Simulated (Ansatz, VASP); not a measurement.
# Mo: VASP beside Ansatz

File INCAR:

```
  PREC = Accurate
  ENCUT = 520
  EDIFF = 1E-6
  ISMEAR = -1
  SIGMA = 0.05
  LREAL = False
  LASPH = True
  NELM = 100
  ALGO = Normal
  ISIF = 2
  LWAVE = False
  LCHARG = False
  GGA = PS
  NBANDS = 13
```

File KPOINTS:

```
regular mesh
0
Gamma
  14 14 13
```

The input POSCAR:

```
Mo
1.0
    2.7355100000      0.0000000000      0.0000000000
   -1.3677550000      2.3690210000      0.0000000000
    0.0000000000      0.0000000000      2.5551810000
Mo
1
Direct
    0.0000000000      0.0000000000      0.5000000000
```

Input for Ansatz:

```yaml
crystal:
  lattice:
    - [2.73551, 0.0, 0.0]
    - [-1.367755, 2.369021, 0.0]
    - [0.0, 0.0, 2.555181]
  atoms:
    - { symbol: Mo, position: [0.0, 0.0, 0.5] }
kpoints:
  mp_grid:
    grid: [14, 14, 13]
hamiltonian:
  xc: pbesol
  pseudopotentials:
    kind: paw
scf:
  occupations:
    method: fermi_dirac
    width: 0.05
output:
  forces: true
  stress: true
  eigenvalues: true
```

This isn't the form of Mo at room conditions, which is bcc.

Alike in both runs: task single point; functional PBEsol; k mesh 14 × 14 × 13; occupations fermi-dirac, width 0.05 eV; no spin polarisation.

|  | VASP | Ansatz |
| --- | --- | --- |
| version | VASP 6.6.1 | Ansatz 0.2.0 |
| potentials or method | VASP PAW PBE potentials, release 64 (Mo_sv) | plane waves, PAW |
| plane-wave cutoff (eV) | 520 | 420 |
| valence electrons in the cell | 14 | 14 |

```csv
,VASP,Ansatz,Ansatz less VASP
gap on the k mesh at the Fermi level (eV),none,none,-
pressure (GPa),-3.0,-3.5,-0.50
largest component of the traceless stress (GPa),3.68,3.79,+0.114
```

A gap of «none» marks a metal or a gap that the smearing closes.

Caveats: the PAW data sets were made with another functional, which shifts forces and pressure a little (VASP).
